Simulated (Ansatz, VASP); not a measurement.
Mo in VASP and in Ansatz

```
Mo
1.0
    -1.58381    1.58381    1.58381
     1.58381   -1.58381    1.58381
     1.58381    1.58381   -1.58381
Mo
1
Direct
  0.00000 0.00000 0.00000
```

Alike in both runs: task relaxation of cell and atoms; functional revPBE; k mesh 12 × 12 × 12; occupations fermi-dirac, width 0.05 eV; no spin polarisation.

|  | VASP | Ansatz |
| --- | --- | --- |
| version | VASP 6.6.1 | Ansatz 0.2.0 |
| potentials or method | VASP PAW PBE potentials, release 64 (Mo_sv), cutoff 600 eV | all-electron LAPW, scalar-relativistic |

```tsv
	VASP	Ansatz	Ansatz less VASP
relaxed volume (Å³/atom)	15.95	15.93	-0.025
relaxed cell length with the largest relative difference (Å)	2.747	2.745	-0.0014
```

Ansatz ran all-electron here, so the differences hold the error of VASP's frozen core and of both bases.

Caveats: the PAW data sets were made with another functional, which shifts forces and pressure a little (VASP).
